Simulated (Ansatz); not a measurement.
# Li2O: the cost of one run

Method: DFT r²SCAN, frozen-core PAW, scalar-relativistic unless said, in Ansatz 0.2.0.

## Step 1: Starting point

The structure is cubic, space group Fm-3m (No. 225). Conventional cell: a = 4.610 Å, b = 4.610 Å, c = 4.610 Å, α = 90.00°, β = 90.00°, γ = 90.00°. Li (site symmetry -43m) is surrounded by 4 O at 2.00 Å. O (site symmetry m-3m) is surrounded by 8 Li at 2.00 Å.

Coordinates:

```
CELL_PARAMETERS angstrom
2.30500 2.30500 0.00000
-2.30500 2.30500 0.00000
0.00000 2.30500 2.30500
ATOMIC_POSITIONS crystal
Li 0.25000 0.75000 0.50000
Li 0.75000 0.25000 0.50000
O 0.00000 0.00000 0.00000
```

Cartesian axes are those of the input's lattice vectors. The structure goes back to a database entry.

## Step 2: Cell and atoms relaxed, PAW

The input, input.yaml:

```yaml
crystal:
  lattice:
    - [2.305, 2.305, 0.0]
    - [-2.305, 2.305, 0.0]
    - [0.0, 2.305, 2.305]
  atoms:
    - { symbol: Li, position: [0.25, 0.75, 0.5] }
    - { symbol: Li, position: [0.75, 0.25, 0.5] }
    - { symbol: O, position: [0.0, 0.0, 0.0] }
kpoints:
  mp_grid: { grid: [12, 12, 12] }
scf:
  occupations: { method: fermi_dirac, width: 0.08 }
hamiltonian:
  xc: r2scan
  pseudopotentials: { kind: paw }
relax:
  f_tol: 0.002
  max_steps: 80
  cell: {}
output:
  forces: true
  stress: true
```

Launch:

```sh
> ansatz run input.yaml --threads 1 --pin off --max-ram 3072MiB --backend cpu --events-out ev --progress --plain --runs-dir out
```

Q: Estimate wall time and peak memory on 1 thread of Intel Xeon 6975P-C (Granite Rapids), shared host.

About 5.7 s, with a peak of 0.42 GiB.
